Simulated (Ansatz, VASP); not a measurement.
## Cross-check of Bi (ladder Bi chain) between VASP and Ansatz

Aim: how closely do two programs agree when they are given the same cell, functional and k mesh? The structure shown is the start of the Ansatz relaxation below; VASP solves that cell, so the two are compared at the walk's first step.

Main program and level: Ansatz 0.2.0; plane waves, with VASP 6.6.1 beside it; single point at PBE, single point at LDA and single point at PBEsol.

### 1. Starting point

The cell holds 2 atoms: 2 Bi. Its edges and angles: a = 9.000 Å, b = 7.500 Å, c = 2.896 Å, α = 90.0°, β = 90.0°, γ = 90.0°. Vacuum lies along a and b. The structure's axis is c.

### 2. Ansatz: relaxation, PBE

Ansatz runs on its default PAW (the set named soft_2) files.

The two programs are compared at the cell with which this relaxation starts, whose forces are those of its first step.

Input file input.yaml:

```yaml
crystal:
  lattice:
    - [9.0, 0.0, 0.0]
    - [0.0, 7.5, 0.0]
    - [0.0, 0.0, 2.89636]
  atoms:
    - { symbol: Bi, position: [0.362524444, 0.5, 0.0] }
    - { symbol: Bi, position: [0.637475556, 0.5, 0.5] }
kpoints:
  mp_grid: { grid: [1, 1, 28] }
scf:
  occupations: { method: fermi_dirac, width: 0.05 }
hamiltonian:
  xc: pbe
relax:
  cell: { fix: [a, b, alpha, beta, gamma] }
  max_steps: 60
```

Run with:

```console
> ansatz run input.yaml --threads 4 --pin off --max-ram 8192MiB --backend cpu --events-out ev --progress --plain --runs-dir out
```

Numbers of over 12 decimals in the logs are rounded to 6 here.

The log of the run:

```text
Engine: ansatz 0.2.0, aarch64-unknown-linux-gnu
Pseudopotentials: kind: paw
Pseudopotential: Bi, paw, valence charge 15, recommended cutoff 420 eV (normal), Bi.paw.azcp
Functional definition: PBE
  parameter kappa = 0.804
  parameter beta = 0.066725
  exchange = pbe_x(kappa = kappa, mu = beta*pi^2/3)
  correlation = pbe_c(beta = beta)
Crystal: 2 atoms, lattice volume = 195.504 Å³
Basis set: ecut = 420 eV, 3807 PW (Γ), exchange–correlation on 128×108×40 points (8 copies of the dense FFT grid, shifted against one another)
Bands: 19, of which v1, the nominal top of the filled ones, is band 15 counted from 1 (14 counted from 0)
Symmetry: 8 space group operations
Space group: Pmma (ITA 51), of the structure as read, at distance tolerance 5.8e-5 Å
k-points: 15 of 28
Non-local potential: Bi, projectors of the file, l = 0: 2, l = 1: 2, l = 2: 2, l = 3: 2
PAW form: soft (Blöchl's): semilocal exchange-correlation on the pseudo side does not see the compensation charge
PAW one-centre angular grid: Bi, 590 points (default); XC on 64 Gauss nodes
Initial density: superposition of atomic densities (neutral atoms: chi_scale 0, normalization atom), corrected by the library's trained network
Initial wavefunctions: pseudopotential atomic-orbital guess
Functional: x = pbe(κ = 0.804, μ = 0.219515), c = pbe(β = 0.066725)
SCF iter   1: F=—  HF=-24790.883671 eV  |F-HF|=—  |Δ(HF+E_count)|=         —  Δρ=1.95e-3  dr2=1.78e-2  ethr=1.77e-3  ⟨swp⟩=6.3  Hψ=1524  notcnv=0
preconditioner: auto → LDOS  [metal: Δε(μ)=0.017 eV  Ē_g=7.254 eV  σ=0.050 eV  W_gap=0.09  n_scr=20 (ndim 8)  ℏωp=7.8 eV  f_vac=0.570  D(μ)=2.64/eV (n_scr^D=10)  β→1.0]
SCF iter   2: F=—  HF=-24790.890900 eV  |F-HF|=—  |Δ(HF+E_count)|=   7.23e-3  Δρ=1.21e-3  dr2=3.81e-3  ethr=5.94e-5  ⟨swp⟩=2.9  Hψ=715  notcnv=0
SCF iter   3: F=—  HF=-24790.890716 eV  |F-HF|=—  |Δ(HF+E_count)|=   1.84e-4  Δρ=5.44e-4  dr2=1.43e-3  ethr=1.27e-5  ⟨swp⟩=2.0  Hψ=568  notcnv=0
SCF iter   4: F=—  HF=-24790.890478 eV  |F-HF|=—  |Δ(HF+E_count)|=   2.38e-4  Δρ=2.00e-4  dr2=2.37e-4  ethr=4.76e-6  ⟨swp⟩=2.7  Hψ=516  notcnv=0
SCF iter   5: F=—  HF=-24790.890439 eV  |F-HF|=—  |Δ(HF+E_count)|=   3.81e-5  Δρ=5.14e-5  dr2=1.44e-5  ethr=7.90e-7  ⟨swp⟩=2.6  Hψ=439  notcnv=0
SCF iter   6: F=—  HF=-24790.890403 eV  |F-HF|=—  |Δ(HF+E_count)|=   3.67e-5  Δρ=9.14e-6  dr2=4.20e-7  ethr=4.80e-8  ⟨swp⟩=3.0  Hψ=526  notcnv=0
SCF iter   7: F=-24790.890403 eV  HF=-24790.890403 eV  |F-HF|=1.31e-8  |Δ(HF+E_count)|=   2.27e-8  Δρ=2.67e-6  dr2=1.28e-8  ethr=3.33e-10  ⟨swp⟩=5.7  Hψ=1216  notcnv=0
SCF 1 converged in 7 iterations: F = -24790.890403 eV  dr2 = 1.28e-8
  greatest PAW one-centre occupation: 0.987 electrons in one spin orbital (limit 2), on the Bi atom at site 1 (counted from 0), in its partial waves of l = 2
relax step   1: F+E_penalty+E_count = -24790.89040277 eV  Δ(F+E_penalty+E_count) = +0.000e0 eV  max|allowed force component| = 2.638e0 eV/Å  Δτ_max = 0.0000 Å  P = +4.644 GPa  Ω = 195.504 Å³  fix = [a, b, alpha, beta, gamma]  reactions: a +4.972, b +0.464 GPa  (7 SCF iters, dr2 threshold 1.00e-7 eV, accepted)
[...]
relax step   7: F+E_penalty+E_count = -24791.57474111 eV  Δ(F+E_penalty+E_count) = -7.302e-3 eV  max|allowed force component| = 2.828e-2 eV/Å  Δτ_max = 0.0369 Å  P = -0.017 GPa  Ω = 212.516 Å³  energy of the carried Pulay correction = -1.269e-3 eV  fix = [a, b, alpha, beta, gamma]  reactions: a -0.568, b +0.460 GPa  (9 SCF iters, accepted)
[...]
relax step   8: F+E_penalty+E_count = -24791.56186162 eV  Δ(F+E_penalty+E_count) = +1.288e-2 eV  max|allowed force component| = 2.579e-1 eV/Å  Δτ_max = 0.0359 Å  P = +0.002 GPa  Ω = 215.572 Å³  energy of the carried Pulay correction = -1.485e-3 eV  fix = [a, b, alpha, beta, gamma]  (6 SCF iters, dr2 threshold 5.00e-8 eV, rejected (line search))
[...]
relax step   9: F+E_penalty+E_count = -24791.57489555 eV  Δ(F+E_penalty+E_count) = -1.544e-4 eV  max|allowed force component| = 4.261e-3 eV/Å  Δτ_max = 0.0036 Å  P = -0.018 GPa  Ω = 212.828 Å³  energy of the carried Pulay correction = -1.291e-3 eV  fix = [a, b, alpha, beta, gamma]  reactions: a -0.513, b +0.459 GPa  (9 SCF iters, accepted)
[...]
relax step  10: F+E_penalty+E_count = -24791.57593664 eV  Δ(F+E_penalty+E_count) = -1.041e-3 eV  max|allowed force component| = 4.344e-3 eV/Å  Δτ_max = 0.0000 Å  P = -0.018 GPa  Ω = 212.828 Å³  fix = [a, b, alpha, beta, gamma]  reactions: a -0.516, b +0.456 GPa  stress off target by 6.10e-3 GPa on what of the cell is left free  SCF on the basis re-selected at this cell (its energy is not comparable with the rows above)  (8 SCF iters)
basis re-selected at this cell: Δ(F+E_penalty+E_count) = -1.041e-3 eV, ΔP = +0.000 GPa vs the last step (what re-selecting the basis moved, of the pressure what is left beyond the Pulay correction that the steps carried, after the strain that the cell walked since its last selection, with what the two solves' SCF thresholds leave and, on support functions, any second-order correction that the steps lacked; it is no measure of the basis error at this ecutwfc). The dense FFT grid was sized anew with the basis: this SCF ran on 64×54×24 points, the steps before it on 64×54×20, so part of this shift can come from that change (see relax.cell in the input reference). [rest of the remark cut]
SCF converged after 8 iterations
Free energy (F): -24791.575937 eV
Harris-Foulkes:  -24791.575937 eV  (|F-HF|=1.46e-11)
Internal energy: -24791.559838 eV  (E = F + TS)
E sigma→0 (E₀):  -24791.567888 eV
Entropy (-TS):   -0.016098 eV (-8.049 meV/atom)
Fermi energy:    0.513901 eV
--- Per-component energies (eV) ---
  E_band       = -494.815261
  E_kinetic    = 603.167316
  E_local      = -6284.494496  (includes V_loc(G=0)·N_el)
  E_nonlocal   = 1119.001353
  E_hartree    = 2462.617077
  E_xc         = -300.351463
  E_vxc        = -285.404087  (∫ρ·V_xc dr)
  E_paw        = -21326.470867  (= ΣΔE_a)
  E_vpaw       = -572.318488  (= ΣTr[D̂ρ^β])
  E_aug_tail   = -0.000874  (compensation charges beyond the density's cutoff)
  E_ewald      = -1065.027884
  E_smearing   = -0.016098  (= −TS)
  E_closure    = -0.000000  (closes the sum)
  Σ components = -24791.575937   (vs F -24791.575937, Δ=0.00e0)
--- Forces (eV/Å), atoms counted from 1 ---
  atom   1  Bi     0.00434389     0.00000000    -0.00000000
  atom   2  Bi    -0.00434389    -0.00000000     0.00000000
  max |Σ_I F_I| component: 4.04e-28 eV/Å
--- Stress (GPa, compression-positive) ---
       -0.516080      -0.000000       0.000000
       -0.000000       0.456318       0.000000
        0.000000       0.000000       0.006099
  P = ⅓ Tr σ = -0.0179 GPa (-0.179 kbar)
--- Relaxed structure (9 steps of the walk, 7 accepted, 1 SCFs on fresh bases) ---
  F+E_penalty+E_count = -24791.57593664 eV   max|allowed force component| = 4.344e-3 eV/Å   (the final SCF, on the basis selected at the relaxed cell)
  cell:  # Å, volume = 212.8278 Å³
    - [9.0, 0.0, 0.0]
    - [0.0, 7.5, 0.0]
    - [0.0, 0.0, 3.153004]
  atoms:
    - { symbol: Bi, position: [0.348367, 0.500000, 0.0] }
    - { symbol: Bi, position: [0.651633, 0.500000, 0.500000] }
```

The column dr2 measures how far the density is from self-consistency, as an energy; F and HF (Harris–Foulkes) agree once it is small.

### 3. VASP: single point, PBE, start cell

The same cell, functional, mesh and smearing now go to VASP, with its own data sets.

Lines of VASP's logs that name or quote its potential files are left out, and so is its time.

Input file INCAR:

```
SYSTEM = Bi
PREC = Accurate
ENCUT = 400
EDIFF = 1E-06
NELM = 120
ISMEAR = -1
SIGMA = 0.05
LREAL = .FALSE.
ALGO = Normal
GGA = PE
NBANDS = 21
LORBIT = 11
LWAVE = .FALSE.
LCHARG = .FALSE.
ISIF = 2
LASPH = .TRUE.
GGA_COMPAT = .FALSE.
KPAR = 2
```

Input file POSCAR:

```
Bi
1.0
    9.0000000000      0.0000000000      0.0000000000
    0.0000000000      7.5000000000      0.0000000000
    0.0000000000      0.0000000000      2.8963600000
Bi
2
Direct
    0.3625244444      0.5000000000      0.0000000000
    0.6374755556      0.5000000000      0.5000000000
```

Input file KPOINTS:

```
Automatic mesh
0
Gamma
1 1 28
0 0 0
```

Potentials, in the order of the species: Bi_d (PBE family, release 64).

Run with:

```console
> mpirun -np 2 vasp_std
```

The log of the run:

```text
[banner, memory and clock lines left out]
running    2 mpi-ranks, on    1 nodes
 distrk:  each k-point on    1 cores,    2 groups
 distr:  one band on    1 cores,    1 groups

 POSCAR found type information on POSCAR Bi
 POSCAR found :  1 types and       2 ions
 LDA part: xc-table for (Slater+PW92), standard interpolation
 POSCAR, INCAR and KPOINTS ok, starting setup
 FFT: planning ... GRIDC
 FFT: planning ... GRID_SOFT
 FFT: planning ... GRID
 WAVECAR not read
 entering main loop
       N       E                     dE             d eps       ncg     rms          rms(c)
DAV:   1     0.255064151959E+03    0.25506E+03   -0.13523E+04   734   0.105E+03
DAV:   2     0.137579099714E+02   -0.24131E+03   -0.23634E+03   713   0.322E+02
DAV:   3    -0.504295782934E+01   -0.18801E+02   -0.18706E+02   743   0.123E+02
DAV:   4    -0.564790218421E+01   -0.60494E+00   -0.60477E+00   806   0.244E+01
DAV:   5    -0.566646204873E+01   -0.18560E-01   -0.18559E-01   907   0.379E+00    0.123E+00
DAV:   6    -0.559626888632E+01    0.70193E-01   -0.66004E-02   752   0.161E+00    0.707E-01
DAV:   7    -0.556525372457E+01    0.31015E-01   -0.74693E-02   719   0.174E+00    0.231E-01
DAV:   8    -0.556445687579E+01    0.79685E-03   -0.15298E-02   780   0.939E-01    0.908E-02
DAV:   9    -0.556320007053E+01    0.12568E-02   -0.58995E-03   715   0.507E-01    0.809E-02
DAV:  10    -0.556380981661E+01   -0.60975E-03   -0.81812E-04   645   0.305E-01    0.217E-02
DAV:  11    -0.556388058748E+01   -0.70771E-04   -0.17956E-04   782   0.956E-02    0.272E-02
DAV:  12    -0.556394608673E+01   -0.65499E-04   -0.20862E-04   703   0.111E-01    0.107E-02
DAV:  13    -0.556397848475E+01   -0.32398E-04   -0.27899E-05   703   0.485E-02    0.112E-02
DAV:  14    -0.556399773707E+01   -0.19252E-04   -0.11205E-05   655   0.289E-02    0.321E-03
DAV:  15    -0.556400578679E+01   -0.80497E-05   -0.64141E-06   540   0.162E-02    0.180E-03
DAV:  16    -0.556400630489E+01   -0.51811E-06   -0.16623E-06   554   0.159E-02
   1 F= -.55640063E+01 E0= -.55541481E+01  d E =-.197164E-01
```

Parts of OUTCAR (step 3):

```text
ion  position               nearest neighbor table
   1  0.363  0.500  0.000-   2 2.87   2 2.87
   2  0.637  0.500  0.500-   1 2.87   1 2.87

  LATTYP: Found a simple orthorhombic cell.
 ALAT       =     2.8963600000
 B/A-ratio  =     2.5894571117
 C/A-ratio  =     3.1073485340

 Subroutine GETGRP returns: Found  8 space group operations
 (whereof  4 operations were pure point group operations)

The static configuration has the point symmetry C_2v.
 The point group associated with its full space group is D_2h.

 Found     15 irreducible k-points:

   k-points           NKPTS =     15   k-points in BZ     NKDIM =     15   number of bands    NBANDS=     21

   dimension x,y,z NGX =    60 NGY =   50 NGZ =   20
   dimension x,y,z NGXF=   120 NGYF=  100 NGZF=   40

   ENCUT  =  400.0 eV  29.40 Ry    5.42 a.u.  14.68 12.23  4.72*2*pi/ulx,y,z

   NELECT =      30.0000    total number of electrons

 k-points in reciprocal lattice and weights: Automatic mesh
   0.00000000  0.00000000  0.00000000       0.036
   0.00000000  0.00000000  0.03571429       0.071
   0.00000000  0.00000000  0.07142857       0.071
   0.00000000  0.00000000  0.10714286       0.071
   0.00000000  0.00000000  0.14285714       0.071
   0.00000000  0.00000000  0.17857143       0.071
   0.00000000  0.00000000  0.21428571       0.071
   0.00000000  0.00000000  0.25000000       0.071
   0.00000000  0.00000000  0.28571429       0.071
[...]
0.00000000  0.00000000  0.46428571       0.071
   0.00000000  0.00000000  0.50000000       0.036

 average (electrostatic) potential at core
       1-111.3030       2-111.3030

 E-fermi :  -0.0640

 k-point     1 :       0.0000    0.0000    0.0000
  band No.  band energies     occupation
    ...
     11     -14.2277      2.00000
     12     -11.0899      2.00000
     13      -3.8744      2.00000
     14      -3.4207      2.00000
     15      -0.9467      2.00000
     16       1.8886      0.00000
     17       2.2730      0.00000
     18       3.5453      0.00000
     19       4.3582      0.00000
     20       4.3835      0.00000
    ...

 k-point     2 :       0.0000    0.0000    0.0357
  band No.  band energies     occupation
    ...
     11     -14.2028      2.00000
     12     -11.0686      2.00000
     13      -3.8456      2.00000
     14      -3.3936      2.00000
     15      -0.9213      2.00000
     16       1.8980      0.00000
     17       2.2949      0.00000
     18       3.5678      0.00000
     19       4.3796      0.00000
     20       4.4051      0.00000
    ...

 k-point     3 :       0.0000    0.0000    0.0714
  band No.  band energies     occupation
    ...
     11     -14.1280      2.00000
     12     -11.0047      2.00000
     13      -3.7595      2.00000
     14      -3.3127      2.00000
     15      -0.8456      2.00000
     16       1.9176      0.00000
     17       2.3606      0.00000
     18       3.6352      0.00000
     19       4.4439      0.00000
     20       4.4630      0.00000
    ...

  Total        6.0088328      0.5203485     10.3352772      0.0000000      0.0000000      0.0000000
  in kB       49.2429868      4.2643084     84.6986321      0.0000000      0.0000000      0.0000000
  external PRESSURE =      46.0686424 kB  Pullay stress =       0.0000000 kB

  energy-cutoff  :      400.00
  volume of cell :      195.50
      direct lattice vectors                 reciprocal lattice vectors
     9.000000000  0.000000000  0.000000000     0.111111111  0.000000000  0.000000000
     0.000000000  7.500000000  0.000000000     0.000000000  0.133333333  0.000000000
     0.000000000  0.000000000  2.896360000     0.000000000  0.000000000  0.345260948

 POSITION                                       TOTAL-FORCE (eV/Angst)
 -----------------------------------------------------------------------------------
      3.26272      3.75000      0.00000        -2.633235      0.000000      0.000000
      5.73728      3.75000      1.44818         2.633235      0.000000      0.000000
 -----------------------------------------------------------------------------------
    total drift:                                0.000000     -0.000000      0.000000

  FREE ENERGIE OF THE ION-ELECTRON SYSTEM (eV)
  ---------------------------------------------------
  free  energy   TOTEN  =        -5.5640063049 eV

  energy  without entropy=       -5.5442898686  energy(sigma->0) =       -5.55414809

 total charge
# of ion       s       p       d       tot
------------------------------------------
    1        1.532   1.465   9.937  12.934
    2        1.532   1.465   9.937  12.934
--------------------------------------------------
tot          3.064   2.930  19.875  25.869

[... 3 further parts left out ...]
```

### 4. Comparison

Known differences besides the potentials themselves: the cutoff is 420 eV in Ansatz and 400 eV in VASP. Total energies have different zeros and are not compared.

Forces (eV/Å; atoms numbered as in POSCAR):

| atom | Ansatz x, y, z | VASP x, y, z |
| --- | --- | --- |
| Bi1 | -2.638, 0.000, 0.000 | -2.633, 0.000, 0.000 |
| Bi2 | 2.638, 0.000, 0.000 | 2.633, 0.000, 0.000 |

The forces differ by 3.0 meV/Å r.m.s., which is 0.2 % of the r.m.s. force of 1.520 eV/Å (both taken over all components).

### 5. Ansatz: relaxation, LDA

The two programs are compared at the cell with which this relaxation starts, whose forces are those of its first step.

The structure compared here is the start of the Ansatz relaxation; VASP solves that cell, so the two are compared at the walk's first step.

input.yaml, the sections that differ from step 2:

```yaml
crystal:
  lattice:
    - [9.0, 0.0, 0.0]
    - [0.0, 7.5, 0.0]
    - [0.0, 0.0, 2.89636]
  atoms:
    - { symbol: Bi, position: [0.362524444, 0.5, 0.0], spin: 0.5 }
    - { symbol: Bi, position: [0.637475556, 0.5, 0.5], spin: 0.5 }
magnetization:
  spin_polarized: true
hamiltonian:
  xc: lda
# kpoints, scf, relax: as in step 2
```

Run with:

```console
> ansatz run input.yaml --threads 4 --pin off --max-ram 8192MiB --backend cpu --events-out ev --progress --plain --runs-dir out
```

The log of the run:

```text
[...]
Crystal: 2 atoms, lattice volume = 195.504 Å³
Basis set: ecut = 420 eV, 3807 PW (Γ)
Bands: 20, of which v1, the nominal top of the filled ones, is band 15 counted from 1 (14 counted from 0)
Symmetry: 8 space group operations
[...]
k-points: 15 of 28
[...]
Starting moments: Σ|m| = 1 μB on 2 of 2 sites
[...]
0.000000       0.000000       0.039997
  P = ⅓ Tr σ = -0.0402 GPa (-0.402 kbar)
--- Relaxed structure (5 steps of the walk, 5 accepted, 1 SCFs on fresh bases) ---
[...]
cell:  # Å, volume = 204.2809 Å³
    - [9.0, 0.0, 0.0]
    - [0.0, 7.5, 0.0]
    - [0.0, 0.0, 3.026384]
  atoms:
    - { symbol: Bi, position: [0.347202, 0.5, 0.0] }
    - { symbol: Bi, position: [0.652798, 0.5, 0.500000] }
[key lines of the parts left out:]
SCF converged after 7 iterations
Magnetization: -0.0000 μB (15.0000 up, 15.0000 down)
Free energy (F): -24169.750344 eV
Fermi energy:    0.474139 eV
```

### 6. VASP: single point, LDA, start cell

The same cell, functional (in two slightly different forms), mesh and smearing now go to VASP, with its own data sets.

Changes to INCAR since step 3:

```diff
@@ -4,3 +4,3 @@
 EDIFF = 1E-06
-NELM = 120
+NELM = 200
 ISMEAR = -1
@@ -9,4 +9,6 @@
 ALGO = Normal
-GGA = PE
-NBANDS = 21
+GGA = CA
+NBANDS = 22
+ISPIN = 2
+MAGMOM = -0 -0
 LORBIT = 11
```

POSCAR is that of step 3.

KPOINTS is that of step 3.

PAW data sets: Bi_d (LDA family, release 64).

Run with:

```console
> mpirun -np 2 vasp_std
```

The log of the run:

```text
[banner, memory and clock lines left out]
running    2 mpi-ranks, on    1 nodes
[...]
LDA part: xc-table for (Slater(with rela. corr.)+CA(PZ))
 , standard interpolation
 POSCAR, INCAR and KPOINTS ok, starting setup
[...]
entering main loop
       N       E                     dE             d eps       ncg     rms          rms(c)
DAV:   1     0.253959595218E+03    0.25396E+03   -0.13409E+04  1568   0.100E+03
DAV:   2     0.129362577799E+02   -0.24102E+03   -0.23626E+03  1494   0.307E+02
DAV:   3    -0.620002862874E+01   -0.19136E+02   -0.19024E+02  1620   0.118E+02
DAV:   4    -0.681722691610E+01   -0.61720E+00   -0.61700E+00  1674   0.234E+01
[...]
DAV:  15    -0.672846972414E+01   -0.15775E-04   -0.33647E-06  1104   0.127E-02    0.456E-03
DAV:  16    -0.672847811744E+01   -0.83933E-05   -0.54124E-06  1134   0.134E-02    0.115E-03
DAV:  17    -0.672847889463E+01   -0.77719E-06   -0.87841E-07  1006   0.781E-03
   1 F= -.67284789E+01 E0= -.67188804E+01  d E =-.191970E-01  mag=    -0.0000
```

From OUTCAR (step 6):

```text
  Total        4.6689782      0.4960044      7.9391263      0.0000000      0.0000000      0.0000000
  in kB       38.2627442      4.0648054     65.0619360      0.0000000      0.0000000      0.0000000
  external PRESSURE =      35.7964952 kB  Pullay stress =       0.0000000 kB

 POSITION                                       TOTAL-FORCE (eV/Angst)
 -----------------------------------------------------------------------------------
      3.26272      3.75000      0.00000        -2.114425      0.000000      0.000000
      5.73728      3.75000      1.44818         2.114425      0.000000      0.000000
 -----------------------------------------------------------------------------------
    total drift:                                0.000000     -0.000000      0.000000

  FREE ENERGIE OF THE ION-ELECTRON SYSTEM (eV)
  ---------------------------------------------------
  free  energy   TOTEN  =        -6.7284788946 eV

  energy  without entropy=       -6.7092819041  energy(sigma->0) =       -6.71888040

 magnetization (x)
# of ion       s       p       d       tot
------------------------------------------
    1       -0.000  -0.000   0.000  -0.000
    2       -0.000  -0.000   0.000  -0.000
--------------------------------------------------
tot         -0.000  -0.000   0.000  -0.000

[... 1 part as in an earlier step ...]

[... 2 further parts left out ...]
[key lines of the parts left out:]
E-fermi :  -0.3240
```

[end of part 1 of 2]

[Lines on the potential files, build, host, timing and source positions are cut from VASP's logs without a mark.]

[Logs are printed without paths, hosts, clocks, repeated set-up lines and the standing remarks that a program may print on its own settings, such as how far it seeks lower states.]

[Hosts, paths, dates, database ids (printed as entryN), source tags and the programs' standing remarks are cut or masked in the printed files.]
